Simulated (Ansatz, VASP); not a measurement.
**Cross-check of TiNCl between VASP and Ansatz**

One calculation is typed for both programs; each brings its own data sets and cutoff. How far apart do they land?

Main program and level: Ansatz 0.2.0; plane waves, with VASP 6.6.1 beside it; relaxation of cell and atoms at r2SCAN with rVV10.

**1. The starting structure**

Symmetry: Pmmn, No. 59, orthorhombic system. Conventional cell: a = 3.258 Å, b = 3.937 Å, c = 7.803 Å, α = 90.00°, β = 90.00°, γ = 90.00°. Nearest to Ti lie 4 N at 2.01 Å and 2 Cl at 2.42 Å. Nearest to N lie 4 Ti at 2.01 Å. Nearest to Cl lie 2 Ti at 2.42 Å. Farther neighbours and most contacts between anions are not listed.

As a file:

```xyz
6
Lattice="3.2580 0.0000 0.0000 0.0000 3.9370 0.0000 0.0000 0.0000 7.8030" Properties=species:S:1:pos:R:3 pbc="T T T"
Ti    0.0000    1.9685    0.7803
Ti    1.6290    0.0000    7.0227
N     1.6290    1.9685    7.4128
N     0.0000    0.0000    0.3901
Cl    1.6290    1.9685    2.5750
Cl    0.0000    0.0000    5.2280
```

**2. VASP: relaxation of cell and atoms, r2SCAN with rVV10**

The relaxed volume is the usual yardstick between codes: its relative difference is about their pressure difference at one cell divided by the bulk modulus.

Lines of VASP's logs that name or quote its potential files are left out, and so is its time.

Contents of INCAR:

```
SYSTEM = TiNCl
PREC = Accurate
ENCUT = 560
EDIFF = 1E-06
NELM = 100
ISMEAR = -1
SIGMA = 0.05
LREAL = .FALSE.
ALGO = Normal
METAGGA = R2SCAN
LUSE_VDW = .TRUE.
IVDW_NL = 2
BPARAM = 11.95
CPARAM = 0.0093
LASPH = .TRUE.
NBANDS = 30
LORBIT = 11
LWAVE = .FALSE.
LCHARG = .FALSE.
KPAR = 4
IBRION = 2
NSW = 60
ISIF = 3
EDIFFG = -0.01
```

Contents of POSCAR:

```
TiNCl
1.0
    3.2580000000      0.0000000000      0.0000000000
    0.0000000000      3.9370000000      0.0000000000
    0.0000000000      0.0000000000      7.8030000000
Ti N Cl
2 2 2
Direct
    0.0000000000      0.5000000000      0.1000000000
    0.5000000000      0.0000000000      0.9000000000
    0.5000000000      0.5000000000      0.9500000000
    0.0000000000      0.0000000000      0.0500000000
    0.5000000000      0.5000000000      0.3300000000
    0.0000000000      0.0000000000      0.6700000000
```

Contents of KPOINTS:

```
Automatic mesh
0
Gamma
7 6 3
0 0 0
```

PAW data sets: Ti_sv, N and Cl (PBE family, release 64).

On the command line:

```bash
mpirun -np 4 vasp_std
```

Numbers of over 12 decimals in the logs are rounded to 6 here.

The log of the run:

```text
[banner, memory and clock lines left out]
running    4 mpi-ranks, on    1 nodes
 distrk:  each k-point on    1 cores,    4 groups
 distr:  one band on    1 cores,    1 groups

 POSCAR found type information on POSCAR TiN Cl
 POSCAR found :  3 types and       6 ions
|                                                                             |
|               ----> ADVICE to this user running VASP <----                  |
|                                                                             |
|     You have switched on vdW-DFT.                                           |
|     This routine was written and supplied by Jiri Klimes. We recommend      |
|     that you carefully read and cite the following publications:            |
|       J. Klimes, D.R. Bowler, A. Michelides                                 |
|          J. Phys.: Cond Matt. 22 022201 (2010)                              |
|       J. Klimes, D.R. Bowler, A. Michelides                                 |
|          Phys. Rev. B. 83, 195131 (2011)                                    |
|     and references therein.                                                 |
|                                                                             |

|                                                                             |
|               ----> ADVICE to this user running VASP <----                  |
|                                                                             |
|     You enforced a specific xc type in the INCAR file but a different       |
|     [... a line on the potential file left out ...]
|     I HOPE YOU KNOW WHAT YOU ARE DOING!                                     |
|                                                                             |

 LDA part: xc-table for (None), standard interpolation
 POSCAR, INCAR and KPOINTS ok, starting setup
 FFT: planning ... GRIDC
 FFT: planning ... GRID_SOFT
 FFT: planning ... GRID
 WAVECAR not read
 entering main loop
       N       E                     dE             d eps       ncg     rms          rms(c)
Total rVV10 correction in eV:      1.1426711    48.5164307
Total rVV10 correction in eV:      1.1426711    48.5164307
Total rVV10 correction in eV:      1.1426711    48.5164307
Total rVV10 correction in eV:      1.1426711    48.5164307
DAV:   1     0.607286934231E+03    0.60729E+03   -0.24656E+04  1920   0.182E+03
DAV:   2     0.164614396689E+02   -0.59083E+03   -0.56807E+03  1980   0.530E+02
DAV:   3    -0.849113084877E+02   -0.10137E+03   -0.98199E+02  3172   0.186E+02
DAV:   4    -0.926730755531E+02   -0.77618E+01   -0.77433E+01  2906   0.490E+01
DAV:   5    -0.931498496835E+02   -0.47677E+00   -0.47668E+00  2690   0.104E+01    0.292E+01
Total rVV10 correction in eV:      1.1713538    48.5164294
Total rVV10 correction in eV:      1.1713538    48.5164294
Total rVV10 correction in eV:      1.1713538    48.5164294
Total rVV10 correction in eV:      1.1713538    48.5164294
DAV:   6    -0.657817229421E+02    0.27368E+02   -0.81500E+01  2542   0.855E+01    0.984E+00
Total rVV10 correction in eV:      1.1755461    48.5164292
Total rVV10 correction in eV:      1.1755461    48.5164292
Total rVV10 correction in eV:      1.1755461    48.5164292
Total rVV10 correction in eV:      1.1755461    48.5164292
DAV:   7    -0.660770205317E+02   -0.29530E+00   -0.90940E+00  2522   0.237E+01    0.653E+00
Total rVV10 correction in eV:      1.1941928    48.5164293
Total rVV10 correction in eV:      1.1941928    48.5164293
Total rVV10 correction in eV:      1.1941928    48.5164293
Total rVV10 correction in eV:      1.1941928    48.5164293
DAV:   8    -0.661219623349E+02   -0.44942E-01   -0.27143E+00  2802   0.133E+01    0.337E+00
Total rVV10 correction in eV:      1.1985585    48.5164293
Total rVV10 correction in eV:      1.1985585    48.5164293
Total rVV10 correction in eV:      1.1985585    48.5164293
Total rVV10 correction in eV:      1.1985585    48.5164293
DAV:   9    -0.660233381996E+02    0.98624E-01   -0.51775E-01  2540   0.590E+00    0.111E+00
Total rVV10 correction in eV:      1.2007699    48.5164293
Total rVV10 correction in eV:      1.2007699    48.5164293
Total rVV10 correction in eV:      1.2007699    48.5164293
Total rVV10 correction in eV:      1.2007699    48.5164293
DAV:  10    -0.660192157705E+02    0.41224E-02   -0.50865E-02  2712   0.210E+00    0.366E-01
Total rVV10 correction in eV:      1.2025168    48.5164293
Total rVV10 correction in eV:      1.2025168    48.5164293
Total rVV10 correction in eV:      1.2025168    48.5164293
Total rVV10 correction in eV:      1.2025168    48.5164293
DAV:  11    -0.660201760955E+02   -0.96032E-03   -0.33794E-03  2538   0.447E-01    0.121E-01
Total rVV10 correction in eV:      1.2029084    48.5164293
[...]
DAV:   1    -0.660335537508E+02   -0.37829E-04   -0.60589E-03  2052   0.787E-01    0.717E-02
Total rVV10 correction in eV:      1.2008451    48.5164295
Total rVV10 correction in eV:      1.2008451    48.5164295
Total rVV10 correction in eV:      1.2008451    48.5164295
Total rVV10 correction in eV:      1.2008451    48.5164295
DAV:   2    -0.660335393328E+02    0.14418E-04   -0.71806E-04  2366   0.231E-01    0.370E-02
Total rVV10 correction in eV:      1.2009295    48.5164295
Total rVV10 correction in eV:      1.2009295    48.5164295
Total rVV10 correction in eV:      1.2009295    48.5164295
Total rVV10 correction in eV:      1.2009295    48.5164295
DAV:   3    -0.660335190617E+02    0.20271E-04   -0.74049E-05  2722   0.618E-02    0.190E-02
Total rVV10 correction in eV:      1.2009771    48.5164295
Total rVV10 correction in eV:      1.2009771    48.5164295
Total rVV10 correction in eV:      1.2009771    48.5164295
Total rVV10 correction in eV:      1.2009771    48.5164295
DAV:   4    -0.660335149179E+02    0.41438E-05   -0.36607E-05  2936   0.476E-02    0.111E-02
Total rVV10 correction in eV:      1.2009833    48.5164295
Total rVV10 correction in eV:      1.2009833    48.5164295
Total rVV10 correction in eV:      1.2009833    48.5164295
Total rVV10 correction in eV:      1.2009833    48.5164295
DAV:   5    -0.660335141825E+02    0.73535E-06   -0.43154E-06  1914   0.185E-02
Total rVV10 correction in eV:      1.2010287    48.5164295
Total rVV10 correction in eV:      1.2010287    48.5164295
Total rVV10 correction in eV:      1.2010287    48.5164295
Total rVV10 correction in eV:      1.2010287    48.5164295
Total rVV10 correction in eV:      1.2010022    48.5164295
Total rVV10 correction in eV:      1.2010022    48.5164295
Total rVV10 correction in eV:      1.2010022    48.5164295
Total rVV10 correction in eV:      1.2010022    48.5164295
  20 F= -.66033514E+02 E0= -.66033512E+02  d E =-.131646E-03
[...]
21 F= -.66033510E+02 E0= -.66033507E+02  d E =-.127599E-03
[...]
22 F= -.66033545E+02 E0= -.66033543E+02  d E =-.352946E-04
 ZBRENT: can't locate minimum, use default step
 trial-energy change:   -0.000035  1 .order   -0.000037   -0.000040   -0.000034
 step:   0.9559(harm=  1.5780)  dis= 0.00161  next Energy=   -66.033642 (dE=-0.132E-03)
 bond charge predicted
       N       E                     dE             d eps       ncg     rms          rms(c)
Total rVV10 correction in eV:      1.2010595    48.5164295
Total rVV10 correction in eV:      1.2010595    48.5164295
Total rVV10 correction in eV:      1.2010595    48.5164295
Total rVV10 correction in eV:      1.2010595    48.5164295
DAV:   1    -0.660334807192E+02    0.64468E-04   -0.31517E-02  2158   0.215E+00    0.875E-02
Total rVV10 correction in eV:      1.2009069    48.5164295
Total rVV10 correction in eV:      1.2009069    48.5164295
Total rVV10 correction in eV:      1.2009069    48.5164295
Total rVV10 correction in eV:      1.2009069    48.5164295
DAV:   2    -0.660336482724E+02   -0.16755E-03   -0.30504E-03  2160   0.431E-01    0.589E-02
Total rVV10 correction in eV:      1.2008345    48.5164295
Total rVV10 correction in eV:      1.2008345    48.5164295
Total rVV10 correction in eV:      1.2008345    48.5164295
Total rVV10 correction in eV:      1.2008345    48.5164295
DAV:   3    -0.660336144211E+02    0.33851E-04   -0.17689E-04  2650   0.109E-01    0.324E-02
Total rVV10 correction in eV:      1.2007579    48.5164295
Total rVV10 correction in eV:      1.2007579    48.5164295
Total rVV10 correction in eV:      1.2007579    48.5164295
Total rVV10 correction in eV:      1.2007579    48.5164295
DAV:   4    -0.660335993573E+02    0.15064E-04   -0.66133E-05  2914   0.722E-02    0.148E-02
Total rVV10 correction in eV:      1.2007460    48.5164295
Total rVV10 correction in eV:      1.2007460    48.5164295
Total rVV10 correction in eV:      1.2007460    48.5164295
Total rVV10 correction in eV:      1.2007460    48.5164295
DAV:   5    -0.660336006695E+02   -0.13122E-05   -0.12112E-05  2426   0.288E-02    0.713E-03
Total rVV10 correction in eV:      1.2007295    48.5164295
Total rVV10 correction in eV:      1.2007295    48.5164295
Total rVV10 correction in eV:      1.2007295    48.5164295
Total rVV10 correction in eV:      1.2007295    48.5164295
DAV:   6    -0.660336015602E+02   -0.89063E-06   -0.93681E-07  1116   0.821E-03
Total rVV10 correction in eV:      1.2007153    48.5164295
Total rVV10 correction in eV:      1.2007153    48.5164295
Total rVV10 correction in eV:      1.2007153    48.5164295
Total rVV10 correction in eV:      1.2007153    48.5164295
Total rVV10 correction in eV:      1.2007213    48.5164295
Total rVV10 correction in eV:      1.2007213    48.5164295
Total rVV10 correction in eV:      1.2007213    48.5164295
Total rVV10 correction in eV:      1.2007213    48.5164295
  23 F= -.66033602E+02 E0= -.66033599E+02  d E =-.914251E-04
 curvature:  -1.39 expect dE=-0.468E-04 dE for cont linesearch -0.421E-05
 trial: gam= 0.17021 g(F)=  0.105E-04 g(S)=  0.232E-04 ort = 0.337E-04 (trialstep = 0.382E+00)
 search vector abs. value=  0.561E-04
 reached required accuracy - stopping structural energy minimisation
```

OUTCAR, selected parts (step 2):

```text
ion  position               nearest neighbor table
   1  0.000  0.500  0.100-   3 2.01   3 2.01   4 2.01   4 2.01   5 2.42   5 2.42
   2  0.500  0.000  0.900-   4 2.01   4 2.01   3 2.01   3 2.01   6 2.42   6 2.42
   3  0.500  0.500  0.950-   1 2.01   1 2.01   2 2.01   2 2.01
   4  0.000  0.000  0.050-   2 2.01   2 2.01   1 2.01   1 2.01
   5  0.500  0.500  0.330-   1 2.42   1 2.42
   6  0.000  0.000  0.670-   2 2.42   2 2.42

  LATTYP: Found a simple orthorhombic cell.
 ALAT       =     3.2580000000
 B/A-ratio  =     1.2084100675
 C/A-ratio  =     2.3950276243

 Subroutine GETGRP returns: Found  8 space group operations
 (whereof  4 operations were pure point group operations)

The static configuration has the point symmetry C_2v.
 The point group associated with its full space group is D_2h.

 Found     32 irreducible k-points:

   k-points           NKPTS =     32   k-points in BZ     NKDIM =     32   number of bands    NBANDS=     30

   dimension x,y,z NGX =    28 NGY =   30 NGZ =   60
   dimension x,y,z NGXF=    56 NGYF=   60 NGZF=  120

   ENCUT  =  560.0 eV  41.16 Ry    6.42 a.u.   6.29  7.60 15.06*2*pi/ulx,y,z

   NELECT =      48.0000    total number of electrons

 k-points in reciprocal lattice and weights: Automatic mesh
   0.00000000  0.00000000  0.00000000       0.008
   0.14285714  0.00000000  0.00000000       0.016
   0.28571429  0.00000000  0.00000000       0.016
   0.42857143  0.00000000  0.00000000       0.016
   0.00000000  0.16666667  0.00000000       0.016
   0.14285714  0.16666667  0.00000000       0.032
   0.28571429  0.16666667  0.00000000       0.032
   0.42857143  0.16666667  0.00000000       0.032
   0.00000000  0.33333333  0.00000000       0.016
[...]
0.28571429  0.50000000  0.33333333       0.032
   0.42857143  0.50000000  0.33333333       0.032

 average (electrostatic) potential at core
       1 -82.2499       2 -82.2499       3 -66.9139       4 -66.9139       5 -94.5754
       6 -94.5754

 E-fermi :   4.0897

 k-point     1 :       0.0000    0.0000    0.0000
  band No.  band energies     occupation
    ...
     20       1.2882      2.00000
     21       1.5967      2.00000
     22       1.8037      2.00000
     23       2.7130      2.00000
     24       3.6329      1.99978
     25       4.5466      0.00022
     26       5.6407      0.00000
     27       6.1230      0.00000
     28       6.2613      0.00000
     29       6.2990      0.00000
    ...

 k-point     2 :       0.1429    0.0000    0.0000
  band No.  band energies     occupation
    ...
     20       1.0421      2.00000
     21       1.3117      2.00000
     22       2.0008      2.00000
     23       2.0710      2.00000
     24       2.8737      2.00000
     25       5.1738      0.00000
     26       5.8733      0.00000
     27       6.0956      0.00000
     28       6.2935      0.00000
     29       6.3494      0.00000
    ...

 k-point     3 :       0.2857    0.0000    0.0000
  band No.  band energies     occupation
    ...
     20       1.1291      2.00000
     21       1.3197      2.00000
     22       1.9512      2.00000
     23       2.0990      2.00000
     24       2.1070      2.00000
     25       5.8228      0.00000
     26       6.0176      0.00000
     27       6.0269      0.00000
     28       6.1060      0.00000
     29       6.2966      0.00000
    ...

  Total       -0.0353513     -0.0320369     -0.0247564      0.0000000      0.0000000      0.0000000
  in kB       -0.5680712     -0.5148115     -0.3978196      0.0000000      0.0000000      0.0000000
  external PRESSURE =      -0.4935675 kB  Pullay stress =       0.0000000 kB

  energy-cutoff  :      560.00
  volume of cell :       99.70
      direct lattice vectors                 reciprocal lattice vectors
     3.257076081  0.000000000  0.000000000     0.307023838  0.000000000  0.000000000
     0.000000000  3.929670605  0.000000000     0.000000000  0.254474255  0.000000000
     0.000000000  0.000000000  7.789839423     0.000000000  0.000000000  0.128372351

 POSITION                                       TOTAL-FORCE (eV/Angst)
 -----------------------------------------------------------------------------------
      0.00000      1.96484      0.77572         0.000000      0.000000     -0.004822
      1.62854      0.00000      7.01412         0.000000      0.000000      0.004822
      1.62854      1.96484      7.41189         0.000000      0.000000     -0.009207
      0.00000      0.00000      0.37795         0.000000      0.000000      0.009207
      1.62854      1.96484      2.60256         0.000000      0.000000      0.000907
      0.00000      0.00000      5.18728         0.000000      0.000000     -0.000907
 -----------------------------------------------------------------------------------
    total drift:                                0.000000      0.000000     -0.000000

  FREE ENERGIE OF THE ION-ELECTRON SYSTEM (eV)
  ---------------------------------------------------
  free  energy   TOTEN  =       -66.0336015602 eV

  energy  without entropy=      -66.0335963757  energy(sigma->0) =      -66.03359897

 reached required accuracy - stopping structural energy minimisation

 total charge
# of ion       s       p       d       tot
------------------------------------------
    1        2.206   6.253   1.792  10.252
    2        2.206   6.253   1.792  10.252
    3        1.281   2.519   0.000   3.800
    4        1.281   2.519   0.000   3.800
    5        1.612   3.559   0.000   5.171
    6        1.612   3.559   0.000   5.171
--------------------------------------------------
tot         10.198  24.662   3.584  38.445

[... 3 further parts left out ...]
```

CONTCAR:

```
TiNCl
   1.00000000000000
     3.2570760814769573    0.0000000000000000    0.0000000000000000
     0.0000000000000000    3.9296706045799925    0.0000000000000000
     0.0000000000000000    0.0000000000000000    7.7898394232556525
  Ti              N               Cl
     2     2     2
Direct
     0.0000000000000000    0.5000000000000000    0.0995811907824030
     0.5000000000000000    0.0000000000000000    0.9004188092175972
     0.5000000000000000    0.5000000000000000    0.9514822805754892
     0.0000000000000000    0.0000000000000000    0.0485177194245109
     0.5000000000000000    0.5000000000000000    0.3340968941098897
     0.0000000000000000    0.0000000000000000    0.6659031058901104
```

This run has no spin polarisation, so a moment on Ti, if there is one, isn't seen.

[end of part 1 of 2]

[Lines on the potential files, build, host, timing and source positions are cut from VASP's logs without a mark.]

[Logs are printed without paths, hosts, clocks, repeated set-up lines and the standing remarks that a program may print on its own settings, such as how far it seeks lower states.]

[Hosts, paths, dates, database ids (printed as entryN), source tags and the programs' standing remarks are cut or masked in the printed files.]
